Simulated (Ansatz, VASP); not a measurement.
**NaF: VASP beside Ansatz**

File INCAR:

```
SYSTEM = NaF
  PREC = Accurate
  ENCUT = 520
  EDIFF = 1E-7
  ISMEAR = -1
  SIGMA = 0.02
  LREAL = .False.
  LASPH = .True.
  NELM = 100
  ALGO = Normal
  ISIF = 2
  LWAVE = .False.
  LCHARG = .True.
  LELF = .True.
  LVHAR = .True.
  NBANDS = 14
```

KPOINTS

```
Automatic mesh
0
Gamma
  10 10 10
  0 0 0
```

POSCAR

```
NaF
1.0
    0.0000000000      2.2919002049      2.2919002049
    2.2919002049      0.0000000000      2.2919002049
    2.2919002049      2.2919002049      0.0000000000
Na F
1 1
Direct
    0.0000000000      0.0000000000      0.0000000000
    0.5000000000      0.5000000000      0.5000000000
```

Input for Ansatz:

```yaml
crystal:
  lattice:
    - [0.0, 2.2919002049, 2.2919002049]
    - [2.2919002049, 0.0, 2.2919002049]
    - [2.2919002049, 2.2919002049, 0.0]
  atoms:
    - { symbol: Na, position: [0.0, 0.0, 0.0] }
    - { symbol: F, position: [0.5, 0.5, 0.5] }
kpoints:
  mp_grid: { grid: [10, 10, 10] }
  band_path:
    path:
      - [0.0, 0.0, 0.0]
      - [0.5, 0.0, 0.5]
      - [0.625, 0.25, 0.625]
      - [0.375, 0.375, 0.75]
      - [0.0, 0.0, 0.0]
      - [0.5, 0.5, 0.5]
      - [0.5, 0.25, 0.75]
      - [0.5, 0.0, 0.5]
    npoints: 5
scf:
  occupations: { method: fermi_dirac, width: 0.02 }
hamiltonian:
  xc: lda
  pseudopotentials: { kind: all_electron, lapw: { basis_error: 0.0005 } }
output:
  forces: true
  stress: true
  eigenvalues: true
```

Change from the starting cell: volume scaled by 0.96.

Alike in both runs: task single point; functional LDA; k mesh 10 × 10 × 10; occupations fermi-dirac, width 0.02 eV; no spin polarisation.

|  | VASP | Ansatz |
| --- | --- | --- |
| version | VASP 6.6.1 | Ansatz 0.2.0 |
| potentials or method | VASP PAW LDA potentials, release 64 (Na_pv, F) | all-electron LAPW, scalar-relativistic |
| plane-wave cutoff (eV) | 520 | see its input |

```tsv
	VASP	Ansatz	Ansatz less VASP
gap on the k mesh at the Fermi level (eV)	6.13	6.14	+0.010
pressure (GPa)	-3.0	-2.9	+0.09
```

Ansatz ran all-electron here, so the differences hold the error of VASP's frozen core and of both bases.

A k mesh can miss the band edges.
